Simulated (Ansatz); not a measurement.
Space group P6_422 (No. 181). a = 5.105 Å, b = 5.105 Å, c = 5.585 Å, α = 90.00°, β = 90.00°, γ = 120.00°
| atom | site | symmetry | x | y | z |
| --- | --- | --- | --- | --- | --- |
| Si | 3c | 222 | 0.0000 | 0.5000 | 0.3333 |
| O | 6j | ..2 | 0.5840 | 0.7920 | 0.8333 |

Equation of state of this SiO2 structure (not necessarily the ground state), with shape and atoms relaxed at each volume where symmetry leaves them free. All numbers below come from DFT PBE, scalar-relativistic, plane waves, PAW in Ansatz 0.2.0.

Settings: cutoff 420 eV, Γ-centred mesh 6×6×4 on the computed 9-atom cell, Gaussian smearing of 0.02 eV; no spin polarisation.

```
V (Å³/atom) E − E(largest V) (meV/atom) P (GPa) gap on mesh (eV)
     12.327                        43.45    19.05              5.85
     12.747                         0.41    13.82              5.85
     13.167                       -29.22     8.83              5.79
     13.588                       -46.20     4.20              5.69
     14.008                       -51.70     0.01              5.55
     14.428                       -46.63    -3.77              5.38
     14.848                       -32.22    -7.16              5.19
     15.409                         0.00   -11.15              4.89
```

Question: Fit a third-order Birch–Murnaghan equation to E(V).

Answer: V0 = 14.01 Å³/atom, B0 = 132 GPa, B0' = 2.2.

The gaps are read on the mesh, which can miss the band edges, so they can be too wide.

This form isn't the usual stable structure of the compound.